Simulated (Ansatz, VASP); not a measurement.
**Two plane-wave programs on HfB2**

```
Hf B
1.0
     3.13592    0.00000    0.00000
    -1.56796    2.71579    0.00000
     0.00000    0.00000    3.48083
Hf B
1 2
Direct
  0.00000 0.00000 0.00000
  0.33333 0.66667 0.50000
  0.66667 0.33333 0.50000
```

Alike in both runs: functional r2SCAN; k mesh 15 × 15 × 12; occupations gaussian, width 0.1 eV; no spin polarisation.

Ansatz relaxed the structure, and its values are those at the end. VASP's run is a single point on that final structure, the one shown.

|  | VASP | Ansatz |
| --- | --- | --- |
| version | VASP 6.6.1 | Ansatz 0.2.0 |
| potentials or method | VASP PAW PBE potentials, release 64 (Hf_pv, B) | scalar-relativistic, plane waves, PAW |
| plane-wave cutoff (eV) | 520 | 500 |
| valence electrons in the cell | 16 | 32 |

VASP gave:

| Quantity | Value |
| --- | --- |
| gap on the k mesh at the Fermi level (eV) | none |
| pressure (GPa) | -0.6 |

Estimate Ansatz's values.

gap on the k mesh at the Fermi level (eV): none; pressure (GPa): 0.0.

A gap of «none» marks a metal or a gap that the smearing closes. The two sets of potentials don't hold the same shells in valence.

Caveats: the PAW data sets were made with another functional, which shifts forces and pressure a little (VASP). Spin-orbit coupling is left out, which matters for the levels of Hf.
